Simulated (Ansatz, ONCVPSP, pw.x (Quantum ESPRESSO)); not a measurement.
# pw.x on fcc Mo: one setting changed

Potential: optimised norm-conserving Vanderbilt (ONCV), ONCVPSP 4.0.1.1 (patched build), PBE; core [Ar] 3d10, reference 4s2 4p6 4d5 5s1; waves: 4s+5s: rc 2.10 bohr, ncon 4, nbas 8, qcut 4.8 1/bohr, 2 projectors; 4p: rc 1.60 bohr, ncon 5, nbas 9, qcut 8.2 1/bohr, 1 projector; 4d: rc 2.35 bohr, ncon 4, nbas 9, qcut 7.9 1/bohr, 1 projector; local part: polynomial inside 1.40 bohr (lpopt 4, dvloc0 6 Ha); core correction: Teter function, fcfact 4.5, rcfact 1.55.

The reference run (k-mesh 14³, cutoffs 75/300 Ry, Fermi–Dirac 0.01 Ry, mixing_beta 0.4, conv_thr 1e-9, no spin) gives 1.73 GPa at 16.027 Å³/atom, where all-electron LAPW gives 0.44 GPa. This run, with its own iteration cap, changes conv_thr to 1e-12.

```
&control
  calculation='scf', prefix='x', pseudo_dir='./', outdir='./tmp', tstress=.true., disk_io='none'
/
&system
  ibrav=0, nat=1, ntyp=1, ecutwfc=75, ecutrho=300, nbnd=15,
  occupations='smearing', smearing='fd', degauss=0.01
/
&electrons
  conv_thr=1e-12, mixing_beta=0.4, electron_maxstep=60
/
ATOMIC_SPECIES
Mo 1.0 Mo.UPF
CELL_PARAMETERS angstrom
  0.00000000 2.00112437 2.00112437
  2.00112437 0.00000000 2.00112437
  2.00112437 2.00112437 0.00000000
ATOMIC_POSITIONS crystal
Mo 0.0000 0.0000 0.0000
K_POINTS automatic
14 14 14 0 0 0
```

```bash
pw.x < Mo.scf.in > Mo.scf.out
```

Question: How does the run end?

Answer: It converges in 11 iterations; the free energy moves by +0.0 meV/atom and the pressure by +0.01 GPa. The result is that of the reference run.

```
Message from routine setup:
     using ibrav=0 with symmetry is DISCOURAGED, use correct ibrav instead
     lattice parameter (alat)  =       5.3480  a.u.
     unit-cell volume          =     108.1556 (a.u.)^3
     number of electrons       =        14.00
     number of Kohn-Sham states=           15
     kinetic-energy cutoff     =      75.0000  Ry
     charge density cutoff     =     300.0000  Ry
     scf convergence threshold =      1.0E-12
     Exchange-correlation= PBE
     number of k points=   104  Fermi-Dirac smearing, width (Ry)=  0.0100
     iteration #  1     ecut=    75.00 Ry     beta= 0.40
     total energy              =    -148.37832129 Ry
     estimated scf accuracy    <       0.11491942 Ry
     iteration #  2     ecut=    75.00 Ry     beta= 0.40
     total energy              =    -148.38540997 Ry
     estimated scf accuracy    <       0.01065963 Ry
     iteration #  3     ecut=    75.00 Ry     beta= 0.40
     total energy              =    -148.38649396 Ry
     estimated scf accuracy    <       0.00085066 Ry
     [... 5 iterations left out ...]
     iteration #  9     ecut=    75.00 Ry     beta= 0.40
     total energy              =    -148.38654214 Ry
     estimated scf accuracy    <          7.4E-11 Ry
     iteration # 10     ecut=    75.00 Ry     beta= 0.40
     total energy              =    -148.38654214 Ry
     estimated scf accuracy    <          1.2E-12 Ry
     iteration # 11     ecut=    75.00 Ry     beta= 0.40
     the Fermi energy is    20.2547 ev
!    total energy              =    -148.38654214 Ry
     estimated scf accuracy    <          3.7E-14 Ry
     smearing contrib. (-TS)   =      -0.00578829 Ry
     The total energy is F=E-TS. E is the sum of the following terms:
     one-electron contribution =     -19.27306877 Ry
     hartree contribution      =      18.86583318 Ry
     xc contribution           =     -29.15629380 Ry
     ewald contribution        =    -118.81722445 Ry
     convergence has been achieved in  11 iterations
          total   stress  (Ry/bohr**3)                   (kbar)     P=       17.33
     Message from routine punch:
     Nothing written, as per user request (disk_io='none')
```

The run took about 50 s on one core of a shared host (Neoverse-N1, 64 threads, 124 GiB, load 58).
